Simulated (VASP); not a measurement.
**CO$_{2}$ (strained database structure): one PBE single-point calculation in two programs**

```yaml
crystal:
  lattice:
    - [2.64290, -2.28111, 0.00000]
    - [2.64290, 2.28111, 0.00000]
    - [0.00000, 0.00000, 6.42703]
  atoms:
    - { symbol: C, position: [0.00000, 0.00000, 0.00000] }
    - { symbol: C, position: [0.50000, 0.50000, 0.50000] }
    - { symbol: O, position: [0.79522, 0.20478, 0.89298] }
    - { symbol: O, position: [0.20478, 0.79522, 0.10702] }
    - { symbol: O, position: [0.70478, 0.29522, 0.39298] }
    - { symbol: O, position: [0.29522, 0.70478, 0.60702] }
```

The two codes use different PAW datasets and cutoffs. VASP's cell holds 32 valence electrons and Ansatz's 32. Ansatz's stress includes a Pulay correction; VASP's doesn't.

Cutoffs: 520 eV in VASP, 420 eV in Ansatz. k meshes: 8×8×4 and 8×8×4.

|  | VASP | Ansatz |
| --- | --- | --- |
| gap between bands v and c | 6.75 eV | 6.78 eV |
| least direct gap | 7.38 eV | 7.41 eV |
| pressure | 7.7 GPa | 5.8 GPa |
| largest force | 1.43 eV/Å | 0.76 eV/Å |

Band v is the last that the valence electrons fill when counted band by band, and c is the next. Levels in eV from the top of v, Ansatz:

| point | v−1 | v | c | c+1 |
| --- | --- | --- | --- | --- |
| Γ | -0.65 | -0.63 | 6.78 | 7.09 |
| Y | -0.42 | 0.00 | 7.79 | 9.02 |
| F_0 | -0.40 | -0.01 | 7.78 | 8.97 |
| Δ_0 | -0.40 | -0.01 | 7.78 | 8.97 |
| Z | -0.82 | -0.82 | 7.44 | 7.44 |
| B_0 | -0.33 | -0.33 | 8.46 | 8.46 |
| G_0 | -0.33 | -0.33 | 8.46 | 8.46 |
| T | -0.32 | -0.32 | 8.48 | 8.48 |

VASP:

```
point    v−1      v     c   c+1
    Γ  -0.65  -0.62  6.75  7.09
    Y  -0.42   0.00  7.79  9.02
  F_0  -0.40  -0.01  7.78  8.96
  Δ_0  -0.40  -0.01  7.78  8.96
    Z  -0.81  -0.81  7.44  7.44
  B_0  -0.33  -0.33  8.46  8.46
  G_0  -0.33  -0.33  8.46  8.46
    T  -0.32  -0.32  8.48  8.48
```

Forces (eV/Å), VASP:

```csv
atom,Fx,Fy,Fz
C,0.000,0.000,0.000
C,0.000,0.000,0.000
O,0.000,1.152,-0.847
O,0.000,-1.152,0.847
O,0.000,-1.152,-0.847
O,0.000,1.152,0.847
```

Ansatz:

| atom | Fx | Fy | Fz |
| --- | --- | --- | --- |
| C | 0.000 | 0.000 | 0.000 |
| C | 0.000 | 0.000 | 0.000 |
| O | 0.000 | 0.609 | -0.447 |
| O | 0.000 | -0.609 | 0.447 |
| O | 0.000 | -0.609 | -0.447 |
| O | 0.000 | 0.609 | 0.447 |
